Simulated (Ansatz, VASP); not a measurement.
# Ir in VASP and in Ansatz

```xyz
2
Lattice="12.2385 0.0000 0.0000 0.0000 2.2334 0.0000 0.0000 0.0000 7.1930" Properties=species:S:1:pos:R:3 pbc="T T T"
Ir    3.0596    0.0000    1.1796
Ir    9.1788    0.0000    6.0134
```

This isn't the form of Ir at room conditions, which is fcc.

Alike in both runs: task single point; functional PBEsol; k mesh 3 × 12 × 4; occupations fermi-dirac, width 0.1 eV; no spin polarisation.

```csv
,VASP,Ansatz
version,VASP 6.6.1,Ansatz 0.2.0
potentials or method,"VASP PAW PBE potentials, release 64 (Ir)","plane waves, PAW"
plane-wave cutoff (eV),520,420
valence electrons in the cell,18,34
```

Ansatz gave:

| Item | Value |
| --- | --- |
| pressure (GPa) | 0.4 |
| largest component of the traceless stress (GPa) | 0.90 |

Question: Estimate VASP's values.

Answer: Pressure (GPa): 0.4; largest component of the traceless stress (GPa): 0.84.

With one functional, cell and mesh, what is left measures potentials, basis and numerics. The two sets of potentials don't hold the same shells in valence.

Caveats: the PAW data sets were made with another functional, which shifts forces and pressure a little (VASP). The runs have no spin-orbit coupling, so splittings on Ir are missing.
